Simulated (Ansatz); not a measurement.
Molecular dynamics of Ba

Input:

```yaml
accuracy: low
crystal:
  lattice:
    - [10.364092, 0.0, 0.0]
    - [0.0, 10.364092, 0.0]
    - [0.0, 0.0, 10.364092]
  atoms:
    - { symbol: Ba, position: [-0.00793322, 0.0339864, 0.02628715] }
    - { symbol: Ba, position: [0.58657311, -0.0068734, -0.11099005] }
    - { symbol: Ba, position: [-0.00414575, 0.35247301, -0.02851768] }
    - { symbol: Ba, position: [0.05767144, 0.03830354, 0.51384786] }
    - { symbol: Ba, position: [0.31331002, 0.12048572, 0.27044626] }
    - { symbol: Ba, position: [0.51066488, 0.50093082, -0.0333443] }
    - { symbol: Ba, position: [0.46821081, -0.02848405, 0.50745813] }
    - { symbol: Ba, position: [0.7967019, 0.32544199, 0.33003872] }
    - { symbol: Ba, position: [-0.01757987, 0.58089953, 0.54167178] }
    - { symbol: Ba, position: [0.2934169, 0.78395303, 0.2002472] }
    - { symbol: Ba, position: [0.31345596, 0.09532564, 0.79254849] }
    - { symbol: Ba, position: [0.46405853, 0.48111017, 0.33272993] }
    - { symbol: Ba, position: [0.7478659, 0.71845954, 0.23170812] }
    - { symbol: Ba, position: [0.74371971, 0.24771227, 0.72753596] }
    - { symbol: Ba, position: [0.23627696, 0.79023041, 0.63183991] }
    - { symbol: Ba, position: [0.79208156, 0.79859414, 0.68690477] }
basis:
  ecutwfc: 420.0
kpoints:
  mp_grid: { grid: [1, 1, 1] }
hamiltonian:
  xc: pbe
scf:
  occupations: { method: fermi_dirac, width: 0.36 }
  lower_state_search: "off"
md:
  timestep: 2.25
  n_steps: 180
  ensemble: npt_langevin
  temperature: 2940.0
  initial_velocities: maxwell_boltzmann
  seed: 196480
  friction: 0.02
  pressure: 5.0
  fix_cell: []
```

Launched with:

```bash
$ ansatz run input.yaml --threads 2 --pin off --max-ram 5120MiB --backend cpu --events-out ev --progress --plain --runs-dir out
```

It goes on from the last frame of an earlier run, with new velocities.

Output, in part (step lines):

```
md step     0: t =     0.00 fs  T =  2756.3 K  F+E_penalty+E_count = -95191.13396849 eV  E_kin = 5.700366 eV  conserved = -95152.46897461 eV  P_inst = 1.2772 GPa  V = 1113.2528 Å³  selection 1  (11 SCF iters)
md step     1: t =     2.25 fs  T =  2521.3 K  F+E_penalty+E_count = -95191.17079312 eV  E_kin = 5.214505 eV  conserved = -95152.46891007 eV  P_inst = 1.2267 GPa  V = 1113.0768 Å³  selection 1  (8 SCF iters)
md step     2: t =     4.50 fs  T =  2514.4 K  F+E_penalty+E_count = -95191.20323476 eV  E_kin = 5.200266 eV  conserved = -95152.46887559 eV  P_inst = 1.2232 GPa  V = 1112.6359 Å³  selection 1  (8 SCF iters)
md step     3: t =     6.75 fs  T =  2476.8 K  F+E_penalty+E_count = -95191.23103828 eV  E_kin = 5.122420 eV  conserved = -95152.46883271 eV  P_inst = 1.2160 GPa  V = 1111.8038 Å³  selection 1  (8 SCF iters)
md step     4: t =     9.00 fs  T =  3230.0 K  F+E_penalty+E_count = -95191.27015936 eV  E_kin = 6.680142 eV  conserved = -95152.46901535 eV  P_inst = 1.3669 GPa  V = 1110.5301 Å³  selection 1  (8 SCF iters)
md step     5: t =    11.25 fs  T =  3166.0 K  F+E_penalty+E_count = -95191.30695514 eV  E_kin = 6.547777 eV  conserved = -95152.46902991 eV  P_inst = 1.3571 GPa  V = 1109.1150 Å³  selection 1  (6 SCF iters)
md step     6: t =    13.50 fs  T =  3535.4 K  F+E_penalty+E_count = -95191.33992687 eV  E_kin = 7.311814 eV  conserved = -95152.46906915 eV  P_inst = 1.4356 GPa  V = 1107.7176 Å³  selection 1  (6 SCF iters)
md step     7: t =    15.75 fs  T =  3520.7 K  F+E_penalty+E_count = -95191.37720570 eV  E_kin = 7.281453 eV  conserved = -95152.46911156 eV  P_inst = 1.4404 GPa  V = 1105.8661 Å³  selection 1  (6 SCF iters)
[... lines left out ...]
```

The steps, from the saved trajectory:

| time (fs) | T (K) | potential energy less start (eV) | conserved less start (meV/atom) | P (GPa) | volume (Å³) |
| --- | --- | --- | --- | --- | --- |
| 0.0 | 2756 | 0.000 | 0.00 | 1.3 | 1113.3 |
| 13.5 | 3535 | -0.206 | -0.01 | 1.4 | 1107.7 |
| 27.0 | 3182 | -0.294 | 0.00 | 1.5 | 1087.6 |
| 40.5 | 3740 | -0.381 | -0.01 | 1.8 | 1056.2 |
| 54.0 | 3951 | -0.464 | 0.00 | 2.0 | 1024.1 |
| 67.5 | 5291 | -0.580 | 0.00 | 2.5 | 996.7 |
| 81.0 | 5347 | -0.761 | -0.02 | 2.7 | 969.4 |
| 94.5 | 3951 | -0.981 | 0.00 | 2.5 | 939.5 |
| 108.0 | 2851 | -1.161 | 0.03 | 2.4 | 915.5 |
| 121.5 | 3882 | -1.239 | 0.01 | 2.9 | 890.0 |
| 135.0 | 4339 | -1.118 | 0.01 | 3.2 | 864.6 |
| 148.5 | 4246 | -1.168 | 0.01 | 3.4 | 847.7 |
| 162.0 | 3996 | -0.806 | -0.01 | 3.5 | 828.8 |
| 175.5 | 3109 | -0.287 | 0.01 | 3.6 | 808.0 |
| 189.0 | 2804 | 0.244 | 0.04 | 3.9 | 786.0 |
| 202.5 | 2518 | 0.651 | 0.04 | 4.1 | 768.1 |
| 216.0 | 2425 | 1.006 | 0.03 | 4.4 | 751.9 |
| 229.5 | 2828 | 1.537 | 0.00 | 4.9 | 737.6 |
| 243.0 | 3424 | 2.563 | -0.04 | 5.9 | 718.5 |
| 256.5 | 3882 | 3.201 | 0.00 | 6.7 | 703.8 |
| 270.0 | 3277 | 2.915 | 0.01 | 6.6 | 691.8 |
| 283.5 | 3728 | 2.549 | -0.02 | 6.7 | 683.2 |
| 297.0 | 3243 | 2.350 | 0.05 | 6.6 | 679.6 |
| 310.5 | 3642 | 2.010 | 0.03 | 6.8 | 677.9 |
| 324.0 | 3925 | 1.421 | 0.02 | 6.7 | 676.7 |
| 337.5 | 3337 | 0.850 | 0.06 | 6.4 | 677.2 |
| 351.0 | 3469 | 0.129 | 0.01 | 6.0 | 683.2 |
| 364.5 | 3820 | -0.742 | -0.06 | 5.7 | 691.3 |
| 378.0 | 3187 | -1.361 | -0.01 | 5.2 | 697.8 |
| 391.5 | 2542 | -1.894 | 0.02 | 4.7 | 702.3 |
| 405.0 | 2648 | -2.159 | 0.04 | 4.7 | 704.5 |

The run went to its last step. The conserved energy stayed within 0.067 meV per atom of its start (net change 0.044 meV per atom), so the integration is sound. The mean temperature of the second half is 12 % above the set value. A run of 0.41 ps of so small a system gives no equilibrium averages. Limits of this set-up: coarse k mesh, low accuracy level. The cell's volume went from 1113 to 705 Å³.

Mean squared displacements from the first frame to the last, about the centre of mass, the cell's change included: Ba 2.15 Å².

Last frame:

```xyz
16
Lattice="10.0006 -0.1425 -0.0085 -0.1425 9.1835 0.5159 -0.0085 0.5159 7.7018" Properties=species:S:1:pos:R:3
Ba -0.421 -0.969 0.245
Ba 5.625 -0.013 -0.490
Ba 0.310 4.210 -0.014
Ba -0.250 -0.325 4.394
Ba 2.756 2.873 1.502
Ba 5.370 4.288 -0.087
Ba 5.494 0.471 3.666
Ba 8.508 2.124 2.134
Ba -0.199 5.066 4.257
Ba 2.809 7.202 2.383
Ba 2.469 2.205 5.355
Ba 5.014 4.165 4.469
Ba 6.755 6.205 1.896
Ba 7.683 2.393 5.858
Ba 2.512 7.419 5.814
Ba 6.892 6.976 5.610
```

The run took 15 min on 2 threads of Arm Neoverse V1 (shared host), peak memory 1 GiB.
